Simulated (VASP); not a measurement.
# Al (Fm-3m) in VASP: further runs

One crystal, Al, is run at these levels: PBE; tasks: single point.

Program: VASP 6.6.1. These are calculated values, not measurements. Logs are shortened: lines on timing, memory, paths and dates and some standing lists are left out, and cuts for length are marked.

## 1. The undisturbed crystal

The structure is cubic, space group Fm-3m (No. 225). The conventional cell has a = 4.050 Å, b = 4.050 Å, c = 4.050 Å, α = 90.00°, β = 90.00°, γ = 90.00°. Al (site symmetry m-3m) is surrounded by 12 Al at 2.86 Å.

## 2. Single point, PBE (grid = ENCUT=400 dk=0.45 cell=2x2x2 ISMEAR=1 SIGMA=0.1 LREAL=Auto EDIFF=1e-06)

Contents of INCAR:

```
SYSTEM = Al
PREC     = Accurate       ! precision mode
ENCUT    = 400            ! plane-wave cutoff, eV
EDIFF    = 1E-6           ! SCF threshold, eV
ISMEAR   = 1              ! smearing method
SIGMA    = 0.1            ! smearing width, eV
LREAL    = Auto         
LASPH    = .True.         ! aspherical terms in the spheres
NELM     = 120            ! most SCF steps
ALGO     = Fast           ! electronic algorithm
ISIF     = 2              ! what is computed and relaxed
LWAVE    = .False.        ! write WAVECAR
LCHARG   = .False.        ! write CHGCAR
GGA      = PE             ! functional
NBANDS   = 18             ! bands
```

Contents of KPOINTS:

```
regular mesh
0
Gamma
  3 3 3
  0 0 0
```

Contents of POSCAR:

```
Al
1.0
    0.0000000000      4.0496100000      4.0496100000
    4.0496100000      0.0000000000      4.0496100000
    4.0496100000      4.0496100000      0.0000000000
Al
7
Direct
    0.0000000000      0.0000000000      0.5000000000
    0.0000000000      0.5000000000      0.0000000000
    0.0000000000      0.5000000000      0.5000000000
    0.5000000000      0.0000000000      0.0000000000
    0.5000000000      0.0000000000      0.5000000000
    0.5000000000      0.5000000000      0.0000000000
    0.5000000000      0.5000000000      0.5000000000
```

Potentials or basis: VASP PAW PBE potentials, release 64 (Al).

The run is started by

```
$ cat potpaw_PBE.64/Al/POTCAR > POTCAR
$ mpirun -np 1 vasp_std > vasp.out
```

OUTCAR:

```text
SYSTEM = Al
   PREC = Accurate
   ENCUT = 400
   EDIFF = 1E-6
   ISMEAR = 1
   LREAL = Auto
   LASPH = .True.
   NELM = 120
   ISIF = 2
   GGA = PE

 Found      4 irreducible k-points:

 Following reciprocal coordinates:
            Coordinates               Weight
  0.000000  0.000000  0.000000      1.000000
  0.333333  0.000000  0.000000      8.000000
  0.333333  0.333333  0.000000      6.000000
 -0.333333  0.333333  0.000000     12.000000
   k-points           NKPTS =      4   k-points in BZ     NKDIM =      4   number of bands    NBANDS=     18
   number of dos      NEDOS =    301   number of ions     NIONS =      7
   total plane-waves  NPLWV =  64000
   dimension x,y,z NGX =    40 NGY =   40 NGZ =   40
   dimension x,y,z NGXF=    80 NGYF=   80 NGZF=   80
   ions per type =               7
   NGX,Y,Z   is equivalent  to a cutoff of  11.61, 11.61, 11.61 a.u.
   NGXF,Y,Z  is equivalent  to a cutoff of  23.22, 23.22, 23.22 a.u.
 SYSTEM =  Al
   PREC   = accura    normal or accurate (medium, high low for compatibility)
   ISTART =      0    job   : 0-new  1-cont  2-samecut
   ICHARG =      2    charge: 1-file 2-atom 10-const
   ISPIN  =      1    spin polarized calculation?
   LNONCOLLINEAR =      F non collinear calculations
   LSORBIT =      F    spin-orbit coupling
   LASPH  =      T    aspherical Exc in radial PAW
   ENCUT  =  400.0 eV  29.40 Ry    5.42 a.u.   9.34  9.34  9.34*2*pi/ulx,y,z
   NELM   =    120;   NELMIN=  2; NELMDL= -5     # of ELM steps
   EDIFF  = 0.1E-05   stopping-criterion for ELM
   LREAL  =      T    real-space projection
   EDIFFG = 0.1E-04   stopping-criterion for IOM
   NSW    =      0    number of steps for IOM
[... 5 lines left out ...]
   TEBEG  =    0.0;   TEEND  =   0.0 temperature during run
   PSTRESS=    0.0 pullay stress
   NELECT =      21.0000    total number of electrons
   NUPDOWN=      -1.0000    fix difference up-down
   EMIN   =  10.00;   EMAX   =-10.00  energy-range for DOS
   EFERMI =   0.00;   METHOD = LEGACY
   ISMEAR =     1;   SIGMA  =   0.10  broadening in eV -4-tet -1-fermi 0-gaus
   EFERMI_NEDOS =   21; number of points for ismear=-14 and -15
   IALGO  =     68    algorithm
   IMIX   =      4    mixing-type and parameters
     AMIX     =   0.40;   BMIX     =  1.00
     AMIX_MAG =   1.60;   BMIX_MAG =  1.00
  volume/ion in A,a.u.               =      18.97       128.05
  Fermi-wavevector in a.u.,A,eV,Ry     =   0.885234  1.672850 10.662058  0.783639
  Thomas-Fermi vector in A             =   2.006240
   LORBIT       =      0    0 simple, 1 ext, 2 COOP (PROOUT), +10 PAW based schemes
   GGA     = PE    functional components
   LHFCALC =     F    Hartree Fock is set to
   AEXX    =    0.0000 exact exchange contribution
   IVDW    =     0    specifies the selected vdW correction
   LEPSILON=     F    determine dielectric tensor
   LRPA    =     F    only Hartree local field effects (RPA)
 non-spin polarized calculation
 RMM-DIIS sequential band-by-band and
 Methfessel and Paxton  Order N= 1 SIGMA  =   0.10
  energy-cutoff  :      400.00
  volume of cell :      132.82
 maximum number of plane-waves:      2424
 NGX is ok and might be reduce to    40
   NGX = 19   NGY = 19   NGZ = 19

 number of electron      21.0000000 magnetization

 Free energy of the ion-electron system (eV)
  ---------------------------------------------------
  ext. energy  EPLUGINS =         0.00000000
  ---------------------------------------------------
  free energy    TOTEN  =       -25.75428529 eV

  energy without entropy =      -25.75326175  energy(sigma->0) =      -25.75394411

 E-fermi :   6.2567     XC(G=0):  -9.5956

 val. band max:        6.1566645664   @ k =   0.3333   0.3333   0.0000
 cond. band min:       6.3096714747   @ k =  -0.3333   0.3333   0.0000
 fundamental gap:      0.1530069084
 Fermi energy:         6.2567300299

 k-point     1 :       0.0000    0.0000    0.0000
  band No.  band energies     occupation
      1      -3.9010      2.00000
      2       2.0326      2.00000
      3       2.4903      2.00000
      4       2.4903      2.00000
      5       2.4903      2.00000
      6       2.6264      2.00000
      7       2.6264      2.00000
      8       2.6264      2.00000
      9       3.6682      2.00000
     10       4.8584      2.00000
     11       4.8584      2.00000
     12       4.8584      2.00000
     13       5.4979      2.00000
     14       5.4979      2.00000
     15       8.0531     -0.00000
     16      12.4733      0.00000
     17      12.4804      0.00000
     18      12.5699      0.00000

 k-point     2 :       0.3333    0.0000    0.0000
  band No.  band energies     occupation
      1      -3.1902      2.00000
      2      -0.9376      2.00000
      3       1.7544      2.00000
      4       1.7803      2.00000
      5       1.7803      2.00000
      6       2.8482      2.00000
      7       2.8482      2.00000
      8       3.5153      2.00000
      9       4.9958      2.00000
     10       4.9958      2.00000
     11       5.5580      2.00000
     12       7.4469     -0.00000
     13       8.1688     -0.00000
     14       8.1688     -0.00000
     15       8.8310      0.00000
     16       8.8310      0.00000
     17       8.8890      0.00000
     18      10.4760      0.00000

 k-point     3 :       0.3333    0.3333    0.0000
  band No.  band energies     occupation
      1      -2.9465      2.00000
      2      -0.2115      2.00000
      3       0.3207      2.00000
      4       0.7370      2.00000
      5       0.7370      2.00000
      6       2.2458      2.00000
      7       5.1249      2.00000
      8       5.1249      2.00000
      9       6.0205      2.00419
     10       6.1567      2.05039
     11       6.4671     -0.01129
     12       6.7693     -0.00000
     13       6.7693     -0.00000
     14       8.2126     -0.00000
     15       8.2126     -0.00000
     16       8.6677      0.00000
     17       9.2907      0.00000
     18      10.2333      0.00000

 k-point     4 :      -0.3333    0.3333    0.0000
  band No.  band energies     occupation
      1      -2.0858      2.00000
      2      -1.4217      2.00000
      3      -0.8813      2.00000
      4       0.9600      2.00000
      5       1.4584      2.00000
      6       4.1841      2.00000
      7       4.1997      2.00000
      8       4.3872      2.00000
      9       4.9539      2.00000
     10       5.4465      2.00000
     11       6.3097      0.22835
     12       7.8576     -0.00000
     13       8.8664      0.00000
     14       9.0491      0.00000
     15       9.9358      0.00000
     16       9.9844      0.00000
     17      10.2465      0.00000
     18      10.4323      0.00000

------------------------ aborting loop because EDIFF is reached ----------------------------------------

  FORCE on cell =-STRESS in cart. coord.  units (eV):
  Direction    XX          YY          ZZ          XY          YZ          ZX
  --------------------------------------------------------------------------------------
  -------------------------------------------------------------------------------------
  Total       -2.2610680     -2.2610680     -2.2610680     -0.0000000     -0.0000000      0.0000000
  in kB      -27.2743625    -27.2743625    -27.2743625     -0.0000000     -0.0000000      0.0000000
  external PRESSURE =     -27.2743625 kB  Pullay stress =       0.0000000 kB

 VOLUME and BASIS-vectors are now :
 -----------------------------------------------------------------------------
  energy-cutoff  :      400.00
  volume of cell :      132.82
      direct lattice vectors                 reciprocal lattice vectors
     0.000000000  4.049610000  4.049610000    -0.123468680  0.123468680  0.123468680
     4.049610000  0.000000000  4.049610000     0.123468680 -0.123468680  0.123468680
     4.049610000  4.049610000  0.000000000     0.123468680  0.123468680 -0.123468680

 POSITION                                       TOTAL-FORCE (eV/Angst)
 -----------------------------------------------------------------------------------
      2.02481      2.02481      0.00000         0.000000     -0.000000     -0.000000
      2.02481      0.00000      2.02481         0.000000      0.000000      0.000000
      4.04961      2.02481      2.02481         0.000000      0.000000     -0.000000
      0.00000      2.02481      2.02481         0.000000      0.000000     -0.000000
      2.02481      4.04961      2.02481        -0.000000      0.000000      0.000000
      2.02481      2.02481      4.04961         0.000000     -0.000000     -0.000000
      4.04961      4.04961      4.04961         0.000000      0.000000     -0.000000
 -----------------------------------------------------------------------------------
    total drift:                               -0.000000      0.000000      0.000000

  FREE ENERGIE OF THE ION-ELECTRON SYSTEM (eV)
  ---------------------------------------------------
  free  energy   TOTEN  =       -25.7542852938 eV

  energy  without entropy=      -25.7532617527  energy(sigma->0) =      -25.75394411
```

It took 7.4 s on 1 thread of Intel Xeon 6975P-C (Granite Rapids), shared host; peak memory 0.21 GiB.

The run converged, but some of its settings lie outside the range that counts as converged, so its numbers aren't taken as properties of the crystal.

Results:

- Free energy: -25.7543 eV
- Pressure: -2.7 GPa
- Band gap on the k mesh: none (metal or under the smearing width)

Caveat: the k mesh is coarse (spacing up to 0.45 Å⁻¹), so the values aren't converged.

## 3. Single point, PBE (grid = ENCUT=340 dk=0.35 cell=2x2x2 ISMEAR=1 SIGMA=0.1 LREAL=Auto EDIFF=1e-06)

INCAR: that of step 2 with these lines changed.

```diff
@@ -2,3 +2,3 @@
 PREC     = Accurate       ! precision mode
-ENCUT    = 400            ! plane-wave cutoff, eV
+ENCUT    = 340            ! plane-wave cutoff, eV
 EDIFF    = 1E-6           ! SCF threshold, eV
```

Contents of KPOINTS:

```
regular mesh
0
Gamma
  4 4 4
  0 0 0
```

POSCAR is that of step 2.

Potentials or basis: VASP PAW PBE potentials, release 64 (Al).

The run is started by

```
$ cat potpaw_PBE.64/Al/POTCAR > POTCAR
$ mpirun -np 1 vasp_std > vasp.out
```

OUTCAR:

```text
SYSTEM = Al
   PREC = Accurate
   ENCUT = 340
   EDIFF = 1E-6
   ISMEAR = 1
   LREAL = Auto
   LASPH = .True.
   NELM = 120
   ISIF = 2
   GGA = PE

 Found      8 irreducible k-points:

 Following reciprocal coordinates:
            Coordinates               Weight
  0.000000  0.000000  0.000000      1.000000
  0.250000  0.000000  0.000000      8.000000
  0.500000  0.000000  0.000000      4.000000
  0.250000  0.250000  0.000000      6.000000
  0.500000  0.250000  0.000000     24.000000
[... 210 lines left out ...]
  -------------------------------------------------------------------------------------
  Total       -2.3394259     -2.3394259     -2.3394259      0.0000000      0.0000000      0.0000000
  in kB      -28.2195633    -28.2195633    -28.2195633      0.0000000      0.0000000      0.0000000
  external PRESSURE =     -28.2195633 kB  Pullay stress =       0.0000000 kB

 VOLUME and BASIS-vectors are now :
 -----------------------------------------------------------------------------
  energy-cutoff  :      340.00
  volume of cell :      132.82
      direct lattice vectors                 reciprocal lattice vectors
     0.000000000  4.049610000  4.049610000    -0.123468680  0.123468680  0.123468680
     4.049610000  0.000000000  4.049610000     0.123468680 -0.123468680  0.123468680
     4.049610000  4.049610000  0.000000000     0.123468680  0.123468680 -0.123468680

 POSITION                                       TOTAL-FORCE (eV/Angst)
 -----------------------------------------------------------------------------------
      2.02481      2.02481      0.00000        -0.000000      0.000000      0.000000
      2.02481      0.00000      2.02481         0.000000      0.000000     -0.000000
      4.04961      2.02481      2.02481         0.000000     -0.000000     -0.000000
      0.00000      2.02481      2.02481         0.000000     -0.000000      0.000000
      2.02481      4.04961      2.02481         0.000000     -0.000000     -0.000000
      2.02481      2.02481      4.04961        -0.000000      0.000000      0.000000
      4.04961      4.04961      4.04961         0.000000     -0.000000     -0.000000
 -----------------------------------------------------------------------------------
    total drift:                                0.000000     -0.000000     -0.000000

  FREE ENERGIE OF THE ION-ELECTRON SYSTEM (eV)
  ---------------------------------------------------
  free  energy   TOTEN  =       -25.2735731747 eV

  energy  without entropy=      -25.2762245360  energy(sigma->0) =      -25.27445696
```

stdout:

```text
POSCAR found type information on POSCAR Al
 POSCAR found :  1 types and       7 ions
 scaLAPACK will be used
 -----------------------------------------------------------------------------
|                                                                             |
|                                                                             |
|     You have a (more or less) 'small supercell' and for smaller cells       |
|     it is recommended to use the reciprocal-space projection scheme!        |
|     The real-space optimization is not efficient for small cells and it     |
|     is also less accurate ...                                               |
|     Therefore, set LREAL=.FALSE. in the INCAR file.                         |
|                                                                             |
 -----------------------------------------------------------------------------

 LDA part: xc-table for (Slater+PW92), standard interpolation
 POSCAR, INCAR and KPOINTS ok, starting setup
 FFT: planning ... GRIDC
 FFT: planning ... GRID_SOFT
 FFT: planning ... GRID
 WAVECAR not read
 entering main loop
```

It took 8 s on 1 thread of Intel Xeon 6975P-C (Granite Rapids), shared host; peak memory 0.18 GiB.

The run converged, but some of its settings lie outside the range that counts as converged, so its numbers aren't taken as properties of the crystal.

What came out:

```
Free energy            : -25.2736 eV
Pressure               : -2.8 GPa
Band gap on the k mesh : none (metal or under the smearing width)
```

## 4. For comparison

An earlier run on the cell as given: functional PBE; potentials or basis VASP PAW PBE potentials, release 64 (Al); cutoff 520 eV; k mesh 11 × 11 × 11; occupations fermi-dirac, width 0.05 eV; no spin polarisation.

* Pressure: -0.5 GPa
* Band gap on the k mesh: none (metal or under the smearing width)
